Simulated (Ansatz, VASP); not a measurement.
One calculation of Zr, two programs

```
Zr
1.0
     3.02467   -1.99908    0.00000
     3.02467    1.99908    0.00000
     0.00000    0.00000    8.15473
Zr
4
Direct
  0.85000 0.15000 0.11700
  0.65000 0.35000 0.61700
  0.15000 0.85000 0.88300
  0.35000 0.65000 0.38300
```

Alike in both runs: task single point; functional PBE; k mesh 6 × 6 × 2; occupations gaussian, width 0.1 eV; no spin polarisation.

|  | VASP | Ansatz |
| --- | --- | --- |
| version | VASP 6.6.1 | Ansatz 0.2.0 |
| potentials or method | VASP PAW PBE potentials, release 64 (Zr_sv) | scalar-relativistic, plane waves, PAW |
| plane-wave cutoff (eV) | 520 | 420 |
| valence electrons in the cell | 48 | 48 |

VASP gave:

```
gap on the k mesh at the Fermi level (eV)       : none
pressure (GPa)                                  : 2.7
largest component of the traceless stress (GPa) : 17.98
rms of the force components (eV/Å)              : 2.392
```

Question: Estimate Ansatz's values.

Answer: gap on the k mesh at the Fermi level (eV): none; pressure (GPa): 2.4; largest component of the traceless stress (GPa): 17.57; rms of the force components (eV/Å): 2.310.

Atom by atom the forces differ by 0.083 eV/Å (rms over components). A gap of «none» marks a metal or a gap that the smearing closes.

Caveats: the k mesh is coarse (spacing up to 0.39 Å⁻¹), so the values aren't converged; forces of over 1 eV/Å show positions far from the minimum, so gaps and moduli don't describe the material at rest.
